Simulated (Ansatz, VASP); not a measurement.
**ZnS (Wurtzite-2H): VASP beside Ansatz**

```xyz
4
Lattice="3.8110 0.0000 0.0000 -1.9055 3.3004 0.0000 0.0000 0.0000 6.2340" Properties=species:S:1:pos:R:3 pbc="T T T"
Zn    1.9055    1.1001    3.1170
Zn    0.0000    2.2003    0.0000
S     1.9055    1.1001    5.5171
S     0.0000    2.2003    2.4001
```

Alike in both runs: functional PBEsol; k mesh 8 × 8 × 5; occupations fermi-dirac, width 0.05 eV; no spin polarisation.

|  | VASP | Ansatz |
| --- | --- | --- |
| version | VASP 6.6.1 | Ansatz 0.2.0 |
| potentials or method | VASP PAW PBE potentials, release 64 (Zn, S) | Ansatz PAW |
| plane-wave cutoff (eV) | 520 | 420 |
| valence electrons in the cell | 36 | 36 |
| task | single point | band structure |

VASP gave:

- gap on the k mesh at the Fermi level (eV): 2.12
- least direct gap on the mesh (eV): 2.12
- pressure (GPa): -1.1
- largest component of the traceless stress (GPa): 1.23
- rms of the force components (eV/Å): 0.178

Task: Which values does Ansatz return?

Result: gap on the k mesh at the Fermi level (eV): 2.11; least direct gap on the mesh (eV): 2.11; pressure (GPa): -1.3; largest component of the traceless stress (GPa): 1.22; rms of the force components (eV/Å): 0.177.

Atom by atom the forces differ by 0.001 eV/Å (rms over components).

Caveats: the PAW data sets were made with another functional, which shifts forces and pressure a little (VASP); the PAW data sets come from PBE, with cores solved anew for the run's functional, which leaves a small shift of forces and pressure (Ansatz). Expect the measured gap to be larger: semilocal functionals such as PBEsol lack the derivative discontinuity.
